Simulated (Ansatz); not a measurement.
Ge under changes of volume

One of the cells (18.524 Å³/atom); the others are scaled copies at fixed shape and fractional positions:

```
Ge
1.0
    -2.57449    2.57449    1.39741
     2.57449   -2.57449    1.39741
     2.57449    2.57449   -1.39741
Ge
2
Direct
  0.50000 0.50000 0.00000
  0.25000 0.75000 0.50000
```

This isn't the form of Ge at room conditions, which is diamond.

- Program: Ansatz 0.2.0
- Functional: PBE
- Potentials or basis: all-electron LAPW, scalar-relativistic
- Cutoff: 276 eV (chosen from the basis error)
- Basis error allowed: 0.0005 eV/atom
- k mesh: 11 × 11 × 11
- Occupations: fermi-dirac, width 0.05 eV
- Spin: no spin polarisation

| volume (Å³/atom) | energy over the lowest point (meV/atom) | pressure (GPa) |
| --- | --- | --- |
| 17.413 | 49.09 | 9.0 |
| 17.783 | 30.86 | 6.9 |
| 18.154 | ? | ? |
| 18.524 | 7.85 | 3.2 |
| 18.895 | 2.21 | 1.7 |
| 19.265 | 0.00 | 0.3 |
| 19.636 | 0.90 | -1.0 |

Task: What does the run at 18.154 Å³/atom give?

Result: Energy over the lowest point 17.27 meV/atom; pressure 5.0 GPa.

Worked out: A Birch-Murnaghan fit of order 3 (a polynomial in V^(-2/3)) to the other rows has its minimum at 19.34 Å³/atom with B0 = V·E''(V) = 68 GPa and B' = 4.2 at fixed shape and positions, which overstates the stiffness. It gives 17.24 meV/atom at 18.154 Å³/atom, against the run's 17.27, and -dE/dV = 4.9 GPa, against 5.0.

Energies are extrapolated to zero smearing.
